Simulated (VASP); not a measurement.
## F: single point with PBEsol

F:

```xyz
1
Lattice="-0.9605 0.9605 2.4506 0.9605 -0.9605 2.4506 0.9605 0.9605 -2.4506" Properties=species:S:1:pos:R:3 pbc="T T T"
F     0.0000    0.0000    0.0000
```

The cell isn't the ideal one: Br replaced by F, lengths x 0.685, strained and moved within the space group.

| Quantity | Value |
| --- | --- |
| Program | VASP 6.6.1 |
| Task | single point |
| Functional | PBEsol |
| Potentials or basis | VASP PAW PBE potentials, release 64 (F) |
| Cutoff | 520 eV |
| k mesh | 30 × 30 × 30 |
| Occupations | gaussian, width 0.1 eV |
| Spin | no spin polarisation |

```yaml
Pressure: 7.2 GPa
Band_gap_on_the_k_mesh: none (metal or under the smearing width)
```

Stress tensor (GPa, compression positive):
```
6.73 0.00 0.00
0.00 6.73 0.00
0.00 0.00 8.08
```

Levels at points of the mesh, in eV from the Fermi level:
| k point | band 1 | band 2 | band 3 | band 4 | band 5 | band 6 | band 7 | band 8 |
| --- | --- | --- | --- | --- | --- | --- | --- | --- |
| (0.00, 0.00, 0.00) | -24.11 | -2.34 | 0.78 | 0.78 | 12.11 | 28.86 | 34.20 | 35.84 |
| (0.50, 0.00, 0.00) | -21.15 | -6.92 | -1.85 | 1.48 | 18.23 | 22.46 | 33.95 | 34.66 |
| (0.50, 0.50, 0.00) | -18.85 | -4.97 | -4.58 | -0.50 | 19.49 | 24.80 | 30.20 | 31.00 |
| (0.50, 0.50, 0.50) | -23.53 | -5.44 | 0.66 | 0.66 | 17.51 | 22.73 | 33.28 | 44.94 |

It took 100 s on 1 thread of Intel(R) Xeon(R) Platinum 8488C (Sapphire Rapids), on a shared host, peak memory 0.27 GiB.

Caveat: the PAW data sets were made with another functional, which shifts forces and pressure a little; an odd number of electrons without spin polarisation forces a metal; a magnetic or distorted state may lie lower.
